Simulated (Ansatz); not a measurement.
input.yaml

```yaml
accuracy: low
crystal:
  lattice:
    - [7.205315, 0.0, 0.0]
    - [0.0, 7.205315, 0.0]
    - [0.0, 0.0, 7.205315]
  atoms:
    - { symbol: Li, position: [-0.10023416, 0.10938561, -0.00363577] }
    - { symbol: Li, position: [0.50513797, 0.00833596, 0.01539105] }
    - { symbol: Li, position: [0.04379949, 0.47095973, -0.00320576] }
    - { symbol: Li, position: [0.00776902, 0.0331214, 0.4622195] }
    - { symbol: Li, position: [0.36505551, 0.18349083, 0.27972057] }
    - { symbol: Li, position: [0.46655643, 0.45746081, -0.01535176] }
    - { symbol: Li, position: [0.59221122, -0.09430311, 0.5575562] }
    - { symbol: Li, position: [0.71788865, 0.3000627, 0.21854571] }
    - { symbol: Li, position: [-0.01266469, 0.54546694, 0.4535891] }
    - { symbol: Li, position: [0.26437952, 0.72012331, 0.19327274] }
    - { symbol: Li, position: [0.26761208, 0.24186194, 0.76005877] }
    - { symbol: Li, position: [0.4634968, 0.50677885, 0.51369678] }
    - { symbol: Li, position: [0.74589607, 0.76543494, 0.23426272] }
    - { symbol: Li, position: [0.6805124, 0.27313183, 0.66210593] }
    - { symbol: Li, position: [0.26806944, 0.77185847, 0.78056706] }
    - { symbol: Li, position: [0.72451427, 0.7068298, 0.89120716] }
basis:
  ecutwfc: 420.0
kpoints:
  mp_grid: { grid: [2, 2, 2] }
hamiltonian:
  xc: pbe
scf:
  occupations: { method: fermi_dirac, width: 0.1 }
  lower_state_search: "off"
  convergence: { dr2_threshold: 0.1 }
  max_iter: 99
md:
  timestep: 1
  n_steps: 200
  ensemble: nvt_nose_hoover
  temperature: 540.0
  initial_velocities: maxwell_boltzmann
  seed: 277001
  nose_hoover: { tau: 100.0, chain_length: 1 }
```

Run as:

```bash
$ ansatz run input.yaml --threads 1 --pin off --max-ram 3072MiB --backend cpu --events-out ev --progress --plain --runs-dir out
```

Hardware: 1 thread of Arm Neoverse V2 (shared host).

**Question.** Roughly how long does this run take, and how much memory?

**Answer.** 7 min, with a peak of 0.51 GiB, for 201 ionic steps.
